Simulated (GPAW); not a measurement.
# ZnSe (Stilleite) (F-43m) in GPAW: further runs

One crystal, ZnSe (Stilleite), is run at these levels: PBE, BEEF-vdW; tasks: band structure.

Everything below comes from runs of GPAW 26.7.0. Logs are shortened: lines on timing, memory, paths and dates and some standing lists are left out, and cuts for length are marked. The log counts tension as positive stress, the text compression.

**Experimental background.**

From “Alloy Disordering Effects on the Thermal Conductivity and Energy Gap Temperature Dependence of Cd1−xZnxSe Ternary Crystals Grown by the Bridgman Method”, 2023, pmc:10253836, for a bulk crystal of ZnSe at 300 K: band gap 2.695 ± 0.003 eV (an exciton energy, a little under the gap).

How close the calculation comes is told below.

## 1. The structure

Symmetry: F-43m, No. 216, cubic system. Conventional cell: a = 5.668 Å, b = 5.668 Å, c = 5.668 Å, α = 90.00°, β = 90.00°, γ = 90.00°. Se (site symmetry -43m) has 4 Zn at 2.45 Å as nearest neighbours. Zn (site symmetry -43m) is surrounded by 4 Se at 2.45 Å.

## 2. Band structure, PBE

run.py

```python
from ase.dft.bandgap import bandgap
from ase.io import write
from ase.spacegroup import crystal
from gpaw import GPAW

# Se 4c
# Zn 4a
atoms = crystal(['Se', 'Zn'],
                basis=[[0.25, 0.25, 0.25],
                       [0.0, 0.0, 0.0]],
                spacegroup=216, setting=1,  # F-43m
                cellpar=[5.6676, 5.6676, 5.6676, 90.0, 90.0, 90.0],
                primitive_cell=True)

calc = GPAW(mode='lcao',
            h=0.16,
            basis='dzp',
            xc='PBE',
            kpts={'size': (7, 7, 7), 'gamma': True},
            occupations={'name': 'fermi-dirac', 'width': 0.05},
            convergence={'density': 1e-05, 'energy': 1e-05},
            maxiter=150,
            txt='gpaw.txt')
atoms.calc = calc
energy = atoms.get_potential_energy()
forces = atoms.get_forces()
calc.write('gs.gpw')
write('result.traj', atoms)
print(f'Energy: {energy:.6f} eV')
print('Forces (eV/A):')
print(forces.round(4))
print('Fermi level:', round(calc.get_fermi_level(), 4), 'eV')
print(f'Gap: {bandgap(calc)[0]:.4f} eV, direct: {bandgap(calc, direct=True)[0]:.4f} eV')

path = atoms.cell.bandpath('GXWKGLUWLK,UX', npoints=100, eps=1e-4)
bs_calc = calc.fixed_density(kpts=path, symmetry='off', txt='bands.txt')
bs = bs_calc.band_structure()
bs.write('bs.json')
print(f'Gap on the path: {bandgap(bs_calc)[0]:.4f} eV')
```

Potentials or basis: GPAW PAW data sets (gpaw-data 1.2.1), lcao:dzp.

On the command line:

```
$ OMP_NUM_THREADS=1 python run.py
```

gpaw.txt:

```text
__  _  _
 | _ |_)|_||  |
 |__||  | ||/\| - 26.7.0

Input parameters:
  mode=LCAO(),
  basis={'default': 'dzp'},
  convergence={'density': 1e-05, 'energy': 1e-05},
  h=0.16,
  kpts=MonkhorstPack(size=(7, 7, 7), gamma=True),
  maxiter=150,
  occupations=Occupations(name='fermi-dirac', width=0.05),
  xc=XC(name='PBE')

           Se

       Zn

Atoms  # Å, Bohr magnetons
|   | symbol |        x |        y |        z |    initial magnetic moments |
|---|--------|----------|----------|----------|-----------------------------|
| 0 |     Se | 1.416900 | 1.416900 | 1.416900 | ( 0.0000,  0.0000,  0.0000) |
| 1 |     Zn | 0.000000 | 0.000000 | 0.000000 | ( 0.0000,  0.0000,  0.0000) |

Unit cell  # Å
| periodic |        x |        y |        z |  lengths |    angles |
|----------|----------|----------|----------|----------|-----------|
|      yes | 0.000000 | 2.833800 | 2.833800 | 4.007598 | 60.000000 |
|      yes | 2.833800 | 0.000000 | 2.833800 | 4.007598 | 60.000000 |
|      yes | 2.833800 | 2.833800 | 0.000000 | 4.007598 | 60.000000 |

Number of symmetries: 24
Symmetry operations  # r_c * U_cc + t_c -> r_c
|    | kind |            matrix            |
|----|------|------------------------------|
|  0 |  E   |  1, 0, 0,  0, 1, 0,  0, 0, 1 |
|  1 |  σ   |  1, 0, 0,  0, 0, 1,  0, 1, 0 |
|  2 |  σ   |  1, 0,-1,  0, 1,-1,  0, 0,-1 |
|  3 |  C3  |  1, 0,-1,  0, 0,-1,  0, 1,-1 |
|  4 |  C3  |  1,-1, 0,  0,-1, 1,  0,-1, 0 |
|  5 |  σ   |  1,-1, 0,  0,-1, 0,  0,-1, 1 |
|  6 |  σ   |  0, 1, 0,  1, 0, 0,  0, 0, 1 |
|  7 |  C3  |  0, 1, 0,  0, 0, 1,  1, 0, 0 |
|  8 |  C2  |  0, 1,-1,  1, 0,-1,  0, 0,-1 |
|  9 |  S4  |  0, 1,-1,  0, 0,-1,  1, 0,-1 |
| 10 |  C3  |  0, 0, 1,  1, 0, 0,  0, 1, 0 |
| 11 |  σ   |  0, 0, 1,  0, 1, 0,  1, 0, 0 |
| 12 |  S4  |  0, 0,-1,  1, 0,-1,  0, 1,-1 |
| 13 |  C3  |  0, 0,-1,  0, 1,-1,  1, 0,-1 |
| 14 |  S4  |  0,-1, 1,  1,-1, 0,  0,-1, 0 |
| 15 |  C2  |  0,-1, 1,  0,-1, 0,  1,-1, 0 |
| 16 |  C3  |  0,-1, 0,  1,-1, 0,  0,-1, 1 |
| 17 |  S4  |  0,-1, 0,  0,-1, 1,  1,-1, 0 |
| 18 |  S4  | -1, 1, 0, -1, 0, 1, -1, 0, 0 |
| 19 |  C3  | -1, 1, 0, -1, 0, 0, -1, 0, 1 |
| 20 |  C3  | -1, 0, 1, -1, 1, 0, -1, 0, 0 |
| 21 |  S4  | -1, 0, 1, -1, 0, 0, -1, 1, 0 |
| 22 |  σ   | -1, 0, 0, -1, 1, 0, -1, 0, 1 |
| 23 |  C2  | -1, 0, 0, -1, 0, 1, -1, 1, 0 |

BZ-sampling:
  Number of BZ points: 343
  Number of IBZ points: 20

  Monkhorst-Pack size: [7, 7, 7]
  Monkhorst-Pack shift: [0, 0, 0]

K-points  # in reciprocal-cell coordinates
|     |                                coordinates |     weight |
|-----|--------------------------------------------|------------|
|   0 | (  0.00000000,   0.00000000,   0.00000000) | 0.00291545 |
|   1 | (  0.14285714,   0.14285714,   0.00000000) | 0.01749271 |
|   2 | (  0.14285714,   0.14285714,   0.14285714) | 0.02332362 |
|   3 | (  0.28571429,   0.14285714,   0.14285714) | 0.03498542 |
|   4 | (  0.28571429,   0.28571429,   0.00000000) | 0.01749271 |
|   5 | (  0.28571429,   0.28571429,   0.14285714) | 0.06997085 |
|   6 | (  0.28571429,   0.28571429,   0.28571429) | 0.02332362 |
|   7 | (  0.42857143,  -0.28571429,  -0.28571429) | 0.03498542 |
|   8 | (  0.42857143,   0.28571429,  -0.42857143) | 0.13994169 |
|   9 | (  0.42857143,   0.28571429,  -0.28571429) | 0.06997085 |
| ... |                                            |            |
|  19 | (  0.42857143,   0.42857143,   0.42857143) | 0.02332362 |

basis functions: 34
Spin-components: 1 (collinear spins)
Bands:           13
Projectors:      11
Spin-degeneracy: 2
Datatype:        <class 'complex'>

Parallelization:
  kpt:    1
  domain: 1
  band:   1

Density:
  Valence electrons: 18.0
  Components: 1
  Grid points: [20 20 20]
  Charge: 0.0  # |e|

Potential:
  Grid points: [20 20 20]

species:
  Se:
    name:    Selenium
    Z:       34.0
    valence: 6
    core:    28
    charge:  0.0  # [|e|]
    compensation charges:
      type: gauss
      rc: 0.27  # [Å]
      lmax: 2
    cutoffs:
      filter: 1.77  # [Å]
      core: 2.67  # [Å]
    projectors
    | kind |    occ | energy [eV] | rcut [Å] |
    |------|--------|-------------|----------|
    |   4s |  2.000 |     -17.277 |    0.847 |
    |   4p |  4.000 |      -6.512 |    1.005 |
    |    s |        |       9.935 |    0.847 |
    |    p |        |      20.699 |    1.005 |
    |    d |        |       0.000 |    0.847 |

    LCAO basis set for Se:
      Name: dzp
      File: <dir>
      Number of radial functions: 5
      Number of spherical harmonics: 13
        l=0, rc=5.7344 Bohr: 4s-sz confined orbital
        l=1, rc=7.2656 Bohr: 4p-sz confined orbital
        l=0, rc=3.1875 Bohr: 4s-dz split-valence wave
        l=1, rc=4.2188 Bohr: 4p-dz split-valence wave
        l=2, rc=7.2656 Bohr: d-type Gaussian polarization
[... 101 lines left out ...]
| 12 |  S4  |  0, 0,-1,  1, 0,-1,  0, 1,-1 |
| 13 |  C3  |  0, 0,-1,  0, 1,-1,  1, 0,-1 |
| 14 |  S4  |  0,-1, 1,  1,-1, 0,  0,-1, 0 |
| 15 |  C2  |  0,-1, 1,  0,-1, 0,  1,-1, 0 |
| 16 |  C3  |  0,-1, 0,  1,-1, 0,  0,-1, 1 |
| 17 |  S4  |  0,-1, 0,  0,-1, 1,  1,-1, 0 |
| 18 |  S4  | -1, 1, 0, -1, 0, 1, -1, 0, 0 |
| 19 |  C3  | -1, 1, 0, -1, 0, 0, -1, 0, 1 |
| 20 |  C3  | -1, 0, 1, -1, 1, 0, -1, 0, 0 |
| 21 |  S4  | -1, 0, 1, -1, 0, 0, -1, 1, 0 |
| 22 |  σ   | -1, 0, 0, -1, 1, 0, -1, 0, 1 |
| 23 |  C2  | -1, 0, 0, -1, 0, 1, -1, 1, 0 |

BZ-sampling:
  Number of BZ points: 343
  Number of IBZ points: 20

  Monkhorst-Pack size: [7, 7, 7]
  Monkhorst-Pack shift: [0, 0, 0]

K-points  # in reciprocal-cell coordinates
|     |                                coordinates |     weight |
|-----|--------------------------------------------|------------|
|   0 | (  0.00000000,   0.00000000,   0.00000000) | 0.00291545 |
|   1 | (  0.14285714,   0.14285714,   0.00000000) | 0.01749271 |
|   2 | (  0.14285714,   0.14285714,   0.14285714) | 0.02332362 |
|   3 | (  0.28571429,   0.14285714,   0.14285714) | 0.03498542 |
|   4 | (  0.28571429,   0.28571429,   0.00000000) | 0.01749271 |
|   5 | (  0.28571429,   0.28571429,   0.14285714) | 0.06997085 |
|   6 | (  0.28571429,   0.28571429,   0.28571429) | 0.02332362 |
|   7 | (  0.42857143,  -0.28571429,  -0.28571429) | 0.03498542 |
|   8 | (  0.42857143,   0.28571429,  -0.42857143) | 0.13994169 |
|   9 | (  0.42857143,   0.28571429,  -0.28571429) | 0.06997085 |
| ... |                                            |            |
|  19 | (  0.42857143,   0.42857143,   0.42857143) | 0.02332362 |

basis functions: 34
Spin-components: 1 (collinear spins)
Bands:           13
Projectors:      11
Spin-degeneracy: 2
Datatype:        <class 'complex'>

Parallelization:
  kpt:    1
  domain: 1
  band:   1

Density:
  Valence electrons: 18.0
  Components: 1
  Grid points: [20 20 20]
  Charge: 0.0  # |e|

Potential:
  Grid points: [20 20 20]

species:
  Se:
    name:    Selenium
    Z:       34.0
    valence: 6
    core:    28
    charge:  0.0  # [|e|]
    compensation charges:
      type: gauss
      rc: 0.27  # [Å]
      lmax: 2
    cutoffs:
      filter: 1.77  # [Å]
      core: 2.67  # [Å]
    projectors
    | kind |    occ | energy [eV] | rcut [Å] |
    |------|--------|-------------|----------|
    |   4s |  2.000 |     -17.277 |    0.847 |
    |   4p |  4.000 |      -6.512 |    1.005 |
    |    s |        |       9.935 |    0.847 |
    |    p |        |      20.699 |    1.005 |
    |    d |        |       0.000 |    0.847 |

    LCAO basis set for Se:
      Name: dzp
      File: <dir>
      Number of radial functions: 5
      Number of spherical harmonics: 13
        l=0, rc=5.7344 Bohr: 4s-sz confined orbital
        l=1, rc=7.2656 Bohr: 4p-sz confined orbital
        l=0, rc=3.1875 Bohr: 4s-dz split-valence wave
        l=1, rc=4.2188 Bohr: 4p-dz split-valence wave
        l=2, rc=7.2656 Bohr: d-type Gaussian polarization
      Number of RI-basis functions 0

  Zn:
    name:    Zinc
    Z:       30.0
    valence: 12
    core:    18
    charge:  0.0  # [|e|]
    compensation charges:
      type: gauss
      rc: 0.37  # [Å]
      lmax: 2
    cutoffs:
      filter: 2.14  # [Å]
      core: 2.28  # [Å]
    projectors
    | kind |    occ | energy [eV] | rcut [Å] |
    |------|--------|-------------|----------|
    |   4s |  2.000 |      -5.977 |    1.286 |
    |   4p |  0.000 |      -1.117 |    1.270 |
    |   3d | 10.000 |     -10.142 |    1.180 |
    |    s |        |      21.234 |    1.286 |
    |    p |        |      26.095 |    1.270 |
    |    d |        |      17.070 |    1.180 |

    LCAO basis set for Zn:
      Name: dzp
      File: <dir>
      Number of radial functions: 7
      Number of spherical harmonics: 21
        l=0, rc=8.1562 Bohr: 4s-sz confined orbital
        l=1, rc=12.4062 Bohr: 4p-sz confined orbital
        l=2, rc=4.3594 Bohr: 3d-sz confined orbital
        l=0, rc=4.7188 Bohr: 4s-dz split-valence wave
        l=1, rc=7.4844 Bohr: 4p-dz split-valence wave
        l=2, rc=2.8125 Bohr: 3d-dz split-valence wave
        l=1, rc=8.1562 Bohr: p-type Gaussian polarization
      Number of RI-basis functions 0

Reference energy: -114964.858784  # eV

eigensolver:
  <gpaw.new.lcao.eigensolver.LCAOEigensolver object>
density mixing:
  MSR1-Mixer
  Pratt-step length: 0.05
  Maximum mixing coefficient: 0.75
  Old densities: 10
  SVD Regularization: 0.005
  Good broyden scale: 1.0
  Trust region scale: 1.0
  Backstep threshold: 4.0
  History deletion threshold: 6.0
  Fourier metric: weight=20.0, sigma=0.015

occupation numbers:
  Fermi-Dirac:
    width: 0.0500  # eV

FastPoissonSolver using
    Stencil: 12*3+1=37 point O(h^6) finite-difference Laplacian
    FFT axes: [np.int64(0), np.int64(1), np.int64(2)]
    FST axes: []

xc functional:
  name: PBE with 2 nearest neighbor stencil
interpolation: tri-quintic # 5. degree polynomial

convergence criteria:
- Maximum integral of absolute [dens]ity change: 1e-05 electrons / valence electron
- Maximum [total energy] change in last 3 cyles: 1e-05 eV / valence electron
- Maximum integral of absolute [eigenst]ate change: 4e-08 eV^2 / valence electron
maximum number of iterations: 150

SCF iterations
|iter     | |      energy | eigst |  dens |
|---------|-|-------------|-------|-------|
|iter:   1| |   -5.683223 |      c|       |
|iter:   2| |   -5.657360 |      c| -1.40 |
|iter:   3| |   -5.591519 |      c| -1.43 |
|iter:   4| |   -5.592889 |      c| -1.94 |
|iter:   5| |   -5.592507 |      c| -2.58 |
|iter:   6| |   -5.592505 |      c| -3.54 |
|iter:   7| |   -5.592505c|      c| -4.32 |
|iter:   8| |   -5.592505c|      c| -5.27c|

Converged in 8 steps
Energy contributions relative to reference atoms: (reference = -114964.858784)

Energy contributions:
  Kinetic:          14.703371
  Coulomb:         -12.261897
  Zero:              0.095785
  External:          0.000000
  Xc:               -8.129764
  Entropy:          -0.000000
  Spinorbit:         0.000000
  ----------------------------
  Free energy:      -5.592505
  Extrapolated:     -5.592505

dipole moment: (-14.431127, -14.431127, -14.431127)  # |e|*Ang

Fermi level: 4.596
Eigenvalues  # (at kpt = [0.000, 0.000, 0.000])
| band index |      eig [eV] | occ [0-2] |
|------------|---------------|-----------|
|          0 |        -9.363 |     2.000 |
|          1 |        -2.570 |     2.000 |
|          2 |        -2.570 |     2.000 |
|          3 |        -2.570 |     2.000 |
|          4 |        -2.147 |     2.000 |
|          5 |        -2.147 |     2.000 |
|          6 |         3.903 |     2.000 |
|          7 |         3.904 |     2.000 |
|          8 |         3.904 |     2.000 |
|          9 |         5.227 |     0.000 |
|         10 |         9.778 |     0.000 |
|         11 |         9.778 |     0.000 |
|         12 |         9.778 |     0.000 |

Gap: 1.323 eV
Transition (v -> c):
  (s=0, k=0, n=8, [0.00, 0.00, 0.00]) -> (s=0, k=0, n=9, [0.00, 0.00, 0.00])
No difference between direct/indirect transitions

Forces  # eV/Ang
|        x |        y |        z |
|----------|----------|----------|
|  0.00000 | -0.00000 |  0.00000 |  # Se   0
| -0.00000 |  0.00000 | -0.00000 |  # Zn   1

# Writing to gs.gpw (mode='')
```

Run time: 63 s. Hardware: 1 thread of Arm Neoverse V1, shared host; peak memory 0.21 GiB.

What came out:

```yaml
Free_energy: -5.5925 eV
Band_gap_on_the_k_mesh: 1.32 eV, direct
Band_gap_along_the_path: 1.32 eV, direct
```

Levels at the corners of the path, in eV from the valence-band top:
```
point  band 6  band 7  band 8  band 9  band 10  band 11  band 12
    Γ   -6.05    0.00    0.00    0.00     1.32     5.87     5.87
    X   -5.91   -4.74   -2.20   -2.20     3.16     3.71    11.24
    W   -5.79   -4.68   -2.77   -2.68     5.54     5.76     7.18
    K   -5.82   -4.71   -3.10   -1.80     3.72     5.71     9.38
    Γ   -6.05    0.00    0.00    0.00     1.32     5.87     5.87
    L   -5.93   -5.24   -0.87   -0.87     2.61     6.59     6.59
    U   -5.82   -4.71   -3.10   -1.80     3.72     5.71     9.38
    W   -5.79   -4.68   -2.77   -2.68     5.54     5.76     7.18
    L   -5.93   -5.24   -0.87   -0.87     2.61     6.59     6.59
    K   -5.82   -4.71   -3.10   -1.80     3.72     5.71     9.38
    U   -5.82   -4.71   -3.10   -1.80     3.72     5.71     9.38
    X   -5.91   -4.74   -2.20   -2.20     3.16     3.71    11.24
```

Caveat: the real-space grid adds noise to forces; the basis of atomic orbitals isn't converged, which shifts pressures, moduli and gaps.

[end of part 1 of 2]
